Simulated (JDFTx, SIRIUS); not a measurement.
**AlN: programs and potentials compared**

```
Al N
1.0
     0.00000    2.18399    2.18399
     2.18399    0.00000    2.18399
     2.18399    2.18399    0.00000
Al N
1 1
Direct
  0.00000 0.00000 0.00000
  0.25000 0.25000 0.25000
```

Measurements of this composition are mostly on another form, of space group No. 186.

Alike in all runs: task single point; functional PBEsol; k mesh 10 × 10 × 10; occupations fermi-dirac, width 0.05 eV; no spin polarisation; no spin-orbit coupling. Pressure is positive in compression and, in plane waves, holds the error of the finite cutoff.

```json
{"program and potentials": "JDFTx, PseudoDojo-SR-PBEsol-0.4.1-standard", "plane-wave cutoff (eV)": "1143", "notes": "-", "band gap (eV)": "3.19", "pressure (GPa)": "1.22"}
{"program and potentials": "JDFTx, PseudoDojo-SR-PBEsol-0.4.1-standard with smoothed tails", "plane-wave cutoff (eV)": "1143", "notes": "-", "band gap (eV)": "3.19", "pressure (GPa)": "1.23"}
{"program and potentials": "SIRIUS, PseudoDojo 0.4.1 PBE standard (scalar relativistic)", "plane-wave cutoff (eV)": "1152", "notes": "potentials made for PBE", "band gap (eV)": "3.17", "pressure (GPa)": "2.35"}
```

The band gap spans 3.17 (SIRIUS, PseudoDojo 0.4.1 PBE standard (scalar relativistic)) to 3.19 eV (JDFTx, PseudoDojo-SR-PBEsol-0.4.1-standard with smoothed tails). The pressure spans 1.22 (JDFTx, PseudoDojo-SR-PBEsol-0.4.1-standard) to 2.35 GPa (SIRIUS, PseudoDojo 0.4.1 PBE standard (scalar relativistic)). The gap is indirect and read on the mesh alone.

The functional is the same throughout but for its coding, so the spread measures potentials, basis and numerics; runs on potential files found faulty are left out.
